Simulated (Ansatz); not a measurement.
Input and command of a calculation in Ansatz (plane waves; scalar-relativistic PAW potentials unless the input names others):

```yaml
crystal:
  lattice:
    - [9.0, 0.0, 0.0]
    - [0.0, 9.3, 0.0]
    - [0.0, 0.0, 3.4089450198]
  atoms:
    - { symbol: Li, position: [0.5, 0.5, 0.0], spin: 0.5 }
    - { symbol: F, position: [0.5, 0.5, 0.5], spin: 0.5 }
basis:
  ecutwfc: 420
kpoints:
  mp_grid: { grid: [1, 1, 18] }
hamiltonian:
  xc: pbe
scf:
  occupations: { method: gaussian, width: 0.05 }
  eigensolver: { kind: davidson }
output:
  forces: true
  eigenvalues: true
  stress: true
magnetization:
  spin_polarized: true
```

```bash
ansatz run input.yaml --threads 2 --pin off --max-ram 5120MiB --backend cpu --events-out ev --progress --plain --runs-dir out
```

Abridged log:
```
Pseudopotentials: kind: paw
Pseudopotential: Li, paw, valence charge 3, recommended cutoff 420 eV (normal)
Pseudopotential: F, paw, valence charge 7, recommended cutoff 420 eV (normal)
Functional definition: PBE
Crystal: 2 atoms, lattice volume = 285.329 Å³
Basis set: ecut = 420 eV, 5595 PW (Γ), exchange–correlation on 128×128×48 points (8 copies of the dense FFT grid, shifted against one another)
Bands: 10, of which v1, the nominal top of the filled ones, is band 5 counted from 1 (4 counted from 0)
Symmetry: 8 space group operations
Space group: Pmmm (ITA 47), of the structure as read, at distance tolerance 6.6e-5 Å
Magnetic group: BNS 47.249 (UNI 347), of the structure as read, at distance tolerance 6.6e-5 Å
k-points: 10 of 18
Initial density: superposition of atomic densities (neutral atoms: chi_scale 0, normalization atom)
Starting moments: Σ|m| = 1 μB on 2 of 2 sites
Initial wavefunctions: pseudopotential atomic-orbital guess
Functional: x = pbe(κ = 0.804, μ = 0.21951497), c = pbe(β = 0.06672455)
SCF iter   1: F=—  HF=-1017.188865 eV  |F-HF|=—  |Δ(HF+E_count)|=         —  Δρ=3.33e-2 (↑1.68e-2 ↓3.33e-2) dr2=5.42e0  dr2_m=7.58e-1  M=0.000 μB ∫|m|=0.061 μB  β_m=0.30  ethr=5.42e-2  ⟨swp⟩=2.1  Hψ=1170  notcnv=0
spin=Collinear: Resta preconditioning applied to the charge; magnetization (m = ρ↑ − ρ↓) channel mixes plain (no charge-response kernel on spin).
SCF iter   2: F=—  HF=-1015.479466 eV  |F-HF|=—  |Δ(HF+E_count)|=    1.71e0  Δρ=1.50e-2 (↑1.17e-2 ↓1.50e-2) dr2=8.38e-1  dr2_m=3.84e-1  M=0.000 μB ∫|m|=0.043 μB  β_m=0.30  ethr=5.42e-2  ⟨swp⟩=2.6  Hψ=429  notcnv=0
SCF iter   3: F=—  HF=-1015.391358 eV  |F-HF|=—  |Δ(HF+E_count)|=   8.81e-2  Δρ=1.24e-2 (↑1.24e-2 ↓8.15e-3) dr2=2.26e-1  dr2_m=1.89e-1  M=0.000 μB ∫|m|=0.046 μB  β_m=0.30  ethr=8.38e-3  ⟨swp⟩=4.1  Hψ=604  notcnv=0  defer=2
SCF iter   4: F=—  HF=-1015.427135 eV  |F-HF|=—  |Δ(HF+E_count)|=   3.58e-2  Δρ=9.59e-3 (↑4.88e-3 ↓9.59e-3) dr2=2.08e-1  dr2_m=9.61e-2  M=0.000 μB ∫|m|=0.033 μB  β_m=0.30  ethr=2.26e-3  ⟨swp⟩=5.0  Hψ=676  notcnv=0  defer=6
SCF iter   5: F=—  HF=-1015.387407 eV  |F-HF|=—  |Δ(HF+E_count)|=   3.97e-2  Δρ=5.12e-3 (↑5.12e-3 ↓3.73e-3) dr2=1.58e-2  dr2_m=4.87e-2  M=0.000 μB ∫|m|=0.027 μB  β_m=0.30  ethr=1.56e-4  ⟨swp⟩=2.9  Hψ=964  notcnv=0  defer=6
SCF iter   6: F=—  HF=-1015.392480 eV  |F-HF|=—  |Δ(HF+E_count)|=   5.07e-3  Δρ=3.30e-3 (↑3.30e-3 ↓2.94e-3) dr2=1.17e-3  dr2_m=2.52e-2  M=0.000 μB ∫|m|=0.020 μB  β_m=0.30  ethr=1.56e-4  ⟨swp⟩=4.1  Hψ=559  notcnv=0  defer=6
SCF iter   7: F=—  HF=-1015.397309 eV  |F-HF|=—  |Δ(HF+E_count)|=   4.83e-3  Δρ=2.24e-3 (↑2.24e-3 ↓2.24e-3) dr2=2.96e-6  dr2_m=1.31e-2  M=0.000 μB ∫|m|=0.016 μB  β_m=0.30  ethr=1.17e-5  ⟨swp⟩=3.6  Hψ=504  notcnv=0  defer=2
Mixer restart at iter 7: flushing history
spin-set hold released at iteration 7 (site moments contracting): the magnetisation degrees of freedom join the quasi-Newton model from the next iteration; the mixer history was flushed
SCF iter   8: F=—  HF=-1015.399824 eV  |F-HF|=—  |Δ(HF+E_count)|=   2.52e-3  Δρ=1.62e-3 (↑1.62e-3 ↓1.61e-3) dr2=1.47e-6  dr2_m=6.83e-3  M=0.000 μB ∫|m|=0.012 μB  β_m=0.65  ethr=2.96e-8  ⟨swp⟩=4.1  Hψ=500  notcnv=0  defer=2
SCF iter   9: F=—  HF=-1015.402466 eV  |F-HF|=—  |Δ(HF+E_count)|=   2.64e-3  Δρ=9.79e-5 (↑6.58e-5 ↓9.79e-5) dr2=1.72e-6  dr2_m=1.74e-5  M=0.000 μB ∫|m|=0.002 μB  β_m=0.82  ethr=1.47e-8  ⟨swp⟩=5.0  Hψ=604  notcnv=0  defer=1
SCF iter  10: F=—  HF=-1015.402345 eV  |F-HF|=—  |Δ(HF+E_count)|=   1.21e-4  Δρ=5.49e-5 (↑5.49e-5 ↓9.81e-6) dr2=4.36e-6  dr2_m=2.48e-6  M=0.000 μB ∫|m|=0.001 μB  β_m=0.91  ethr=1.47e-8  ⟨swp⟩=4.2  Hψ=455  notcnv=0  defer=1
SCF iter  11: F=—  HF=-1015.402349 eV  |F-HF|=—  |Δ(HF+E_count)|=   4.26e-6  Δρ=5.46e-5 (↑3.77e-5 ↓5.46e-5) dr2=1.51e-5  dr2_m=1.92e-7  M=0.000 μB ∫|m|=0.000 μB  β_m=0.91  ethr=1.47e-8  ⟨swp⟩=4.2  Hψ=448  notcnv=0  defer=1
SCF iter  12: F=—  HF=-1015.402345 eV  |F-HF|=—  |Δ(HF+E_count)|=   4.25e-6  Δρ=1.16e-6 (↑8.14e-7 ↓1.16e-6) dr2=4.59e-9  dr2_m=2.75e-10  M=0.000 μB ∫|m|=0.000 μB  β_m=0.93  ethr=1.47e-8  ⟨swp⟩=4.0  Hψ=446  notcnv=0  defer=1
SCF iter  13: F=-1015.402345 eV  HF=-1015.402345 eV  |F-HF|=1.00e-11  |Δ(HF+E_count)|=   2.51e-9  Δρ=7.89e-8 (↑5.13e-8 ↓7.89e-8) dr2=9.41e-12  dr2_m=3.25e-12  M=0.000 μB ∫|m|=0.000 μB  ethr=4.59e-11  ⟨swp⟩=3.4  Hψ=396  notcnv=0
SCF 1 converged in 13 iterations: F = -1015.402345 eV  dr2 = 9.41e-12
  Residual-converged pass: ⟨swp⟩=1.9  Hψ=317  notcnv=0  max |occ|·‖R‖ = 6.5e-6 eV (tolerance 6.7e-6 eV) dr2=7.41e-12  dr2_m=3.05e-12  dr2_onsite=2.94e-11  max |Δocc| = 0.0e0
the search or the solves at the SCF's close seem to have found levels that the self-consistency loop had missed (the run counts 2). By its estimate they hold under 1e-12 electrons; where the run keeps them, the occupations were computed again with them
WARN: the starting moments were not kept: the SCF closed with an absolute magnetisation of 4.1e-7 μB, where they sum to 1 μB in size (2 sites). That is at most 0.1 of that sum. Measured as dr2_m measures the in/out step, that magnetisation stands 6.2e-14 eV from none, at or under the dr2_threshold of 1.0e-7 eV: it is no larger than a step whose dr2_m would equal this threshold. The system may hold no moment; this SCF shows only that its start led to no more than that. To try another start: raise the starting moments (crystal.atoms[].spin, magnetization.per_species, magnetization.initial_magnet ...
SCF converged after 13 iterations
Magnetization: 0.0000 μB (5.0000 up, 5.0000 down)
Absolute magnetization: 0.0000 μB (∫|ρ↑−ρ↓|, with the PAW one-centre terms)
Spin contamination: 0.0000 ħ² per cell (⟨S²⟩ above its minimum at these occupations)
Per-site moments (μB) at R_I (Å): [(2.03302302e-8, 0.70309491), (-9.59317084e-8, 0.70309491)]
Free energy (F): -1015.402345 eV
Harris-Foulkes:  -1015.402345 eV  (|F-HF|=1.00e-11)
Internal energy: -1015.402345 eV  (E = F + TS)
E sigma→0 (E₀):  -1015.402345 eV
Fermi energy:    -3.858675 eV
--- Forces (eV/Å), atoms counted from 1 ---
  atom   1  Li     0.00000000     0.00000000     0.00000000
  atom   2  F      0.00000000     0.00000000     0.00000000
--- Stress (GPa, compression-positive) ---
        0.000421       0.000000       0.000000
        0.000000       0.000431       0.000000
        0.000000       0.000000      -0.021302
  P = ⅓ Tr σ = -0.0068 GPa (-0.068 kbar)
```

Apart from outputs, empty bands and the relaxation, which only the reference makes, the input differs from a reference run on usual settings in scf.eigensolver.kind: not typed → "davidson". The reference, at the same geometry, ended its own course with pressure -0.01 GPa (averaged over a cell that holds vacuum), largest force 0.000 eV/Å, gap on the mesh 6.51 eV. This run converged in 13 SCF iterations with an energy at zero smearing within 0.01 meV/atom of the reference's, pressure -0.01 GPa (averaged over a cell that holds vacuum), largest force 0.000 eV/Å, gap on the mesh 6.51 eV.

The run took 3.5 s on 2 threads of Arm Neoverse V1 (shared host), peak memory 0.41 GiB.